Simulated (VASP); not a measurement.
Method: LDA (Ceperley-Alder, Perdew-Zunger), VASP's LDA PAW potentials (set 64) (plane waves; VASP).

VASP ran on this input.

POSCAR:
```
BaSnO3
1
    4.0980154966     0.0000000000     0.0000000000
    0.0000000000     4.0980154966     0.0000000000
    0.0000000000     0.0000000000     4.0980154966
Ba Sn O
1 1 3
Direct
  0.0000000000   0.0000000000   0.0000000000
  0.5000000000   0.5000000000   0.5000000000
  0.5000000000   0.0000000000   0.5000000000
  0.0000000000   0.5000000000   0.5000000000
  0.5000000000   0.5000000000   0.0000000000
```

### KPOINTS
```
Automatic mesh
0
Gamma
6 6 6
0 0 0
```

### INCAR
```
ALGO  =  Normal
EDIFF  =  1E-7
ENCUT  =  520
ISIF  =  2
ISMEAR  =  -5
LASPH  =  .True.
LCHARG  =  .True.
LEFG  =  .True.
LMAXMIX  =  4
LORBIT  =  11
LREAL  =  .False.
LWAVE  =  .False.
NEDOS  =  601
NELM  =  100
PREC  =  Accurate
SYSTEM  =  BaSnO3
```

POTCAR, in this order: Ba_sv Sn_d O (LDA.64 set). Program: vasp_std.

Output of the run:

OSZICAR:
```
       N       E                     dE             d eps       ncg     rms          rms(c)
DAV:   1     0.458589138985E+03    0.45859E+03   -0.22252E+04  1033   0.225E+03
DAV:   2     0.823345882398E+01   -0.45036E+03   -0.44027E+03  1192   0.569E+02
DAV:   3    -0.381520531249E+02   -0.46386E+02   -0.45884E+02  1170   0.166E+02
DAV:   4    -0.401269522799E+02   -0.19749E+01   -0.19680E+01  1322   0.341E+01
DAV:   5    -0.401816079299E+02   -0.54656E-01   -0.54639E-01  1386   0.522E+00    0.139E+01
DAV:   6    -0.355894201940E+02    0.45922E+01   -0.25680E+01  1448   0.646E+01    0.647E+00
DAV:   7    -0.355511883498E+02    0.38232E-01   -0.16511E+00  1135   0.818E+00    0.327E+00
DAV:   8    -0.354754821989E+02    0.75706E-01   -0.28696E-01  1398   0.394E+00    0.724E-01
DAV:   9    -0.354627560414E+02    0.12726E-01   -0.64969E-02  1495   0.247E+00    0.169E-01
DAV:  10    -0.354631101827E+02   -0.35414E-03   -0.45175E-03  1388   0.643E-01    0.844E-02
DAV:  11    -0.354629817674E+02    0.12842E-03   -0.14917E-03  1527   0.367E-01    0.302E-02
DAV:  12    -0.354629707045E+02    0.11063E-04   -0.87631E-05  1387   0.763E-02    0.161E-02
DAV:  13    -0.354629690858E+02    0.16187E-05   -0.15692E-05  1352   0.241E-02    0.174E-03
DAV:  14    -0.354629691156E+02   -0.29791E-07   -0.45784E-07  1246   0.629E-03
   1 F= -.35462969E+02 E0= -.35462969E+02  d E =0.000000E+00
```

**OUTCAR**
```
------------------------ aborting loop because EDIFF is reached ----------------------------------------
  FORCE on cell =-STRESS in cart. coord.  units (eV):
  Direction    XX          YY          ZZ          XY          YZ          ZX
  --------------------------------------------------------------------------------------
  Total       -0.0012968     -0.0012968     -0.0012968     -0.0000000     -0.0000000     -0.0000000
  in kB       -0.0301902     -0.0301902     -0.0301902     -0.0000000     -0.0000000     -0.0000000
  external PRESSURE =      -0.0301902 kB  Pullay stress =       0.0000000 kB
  volume of cell :       68.82
      direct lattice vectors                 reciprocal lattice vectors
     4.098015497  0.000000000  0.000000000     0.244020551  0.000000000  0.000000000
     0.000000000  4.098015497  0.000000000     0.000000000  0.244020551  0.000000000
     0.000000000  0.000000000  4.098015497     0.000000000  0.000000000  0.244020551
 POSITION                                       TOTAL-FORCE (eV/Angst)
 -----------------------------------------------------------------------------------
      0.00000      0.00000      0.00000         0.000000      0.000000      0.000000
      2.04901      2.04901      2.04901         0.000000      0.000000      0.000000
      2.04901      0.00000      2.04901         0.000000      0.000000      0.000000
      0.00000      2.04901      2.04901         0.000000      0.000000      0.000000
      2.04901      2.04901      0.00000         0.000000      0.000000      0.000000
 -----------------------------------------------------------------------------------
    total drift:                                0.000000      0.000000     -0.000000
  FREE ENERGIE OF THE ION-ELECTRON SYSTEM (eV)
  ---------------------------------------------------
  free  energy   TOTEN  =       -35.4629691156 eV

  energy  without entropy=      -35.4629691156  energy(sigma->0) =      -35.46296912

 total charge

# of ion       s       p       d       tot
------------------------------------------
    1        2.003   5.627   0.309   7.939
    2        0.890   1.136  10.412  12.438
    3        1.544   3.474   0.000   5.018
    4        1.544   3.474   0.000   5.018
    5        1.544   3.474   0.000   5.018
--------------------------------------------------
tot          7.525  17.185  10.721  35.431
```
(Selected blocks of OUTCAR.)

The compound is BaSnO3 in the cubic perovskite structure. It was relaxed first.
